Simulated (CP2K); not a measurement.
Runs of CP2K 2026.2 on BaTiO3. The typed cell holds 5 atoms: a = 3.709 Å, b = 4.185 Å, c = 3.896 Å, α = 89.29°, β = 84.41°, γ = 90.46°. 

```tsv
level	U	PLUS_U_METHOD	gap on the mesh (eV)	largest force (eV/Å)
PBE+U	Ti d U = 8.0 eV	MULLIKEN	none	15.50
PBE+U	Ti d U = 2.0 eV	MULLIKEN	none	(b)
PBE+U	Ti d U = 6.0 eV	MULLIKEN	none	(a)
PBE	-	-	none	15.09
PBE+U	Ti d U = 4.0 eV	MULLIKEN	none	15.28
```

Alike in all rows: task single point; potentials or basis GTH_POTENTIALS Ba GTH-PBE-q10, Ti GTH-PBE-q12, O GTH-PBE-q6; DZVP-MOLOPT-SR-GTH basis; no spin polarisation; cell all atoms moved at random; k mesh 6 × 5 × 5; smearing fermi-dirac 0.05 eV.

Task: Fill in the values left out.

Result: (a) 15.36; (b) 15.20.

Caveats: the cell as given lies far from equilibrium; the basis of atomic orbitals isn't converged, which shifts pressures, moduli and gaps; forces of over 1 eV/Å show positions far from the minimum, so gaps and moduli don't describe the material at rest; this program's U acts on Mulliken populations of all basis functions of the shell, so it isn't the U of plane-wave codes (some runs); energies scatter by some meV and the pressure isn't listed (some runs); U without spin polarisation on a metal has little footing (some runs); semilocal functionals often make such compounds metallic where correlation or magnetic order opens a gap, which also shifts bond lengths (some runs).

A k mesh can miss the band edges, and the runs leave out spin-orbit coupling on Ba.

A gap of «none» marks a metal or a gap under the smearing width.
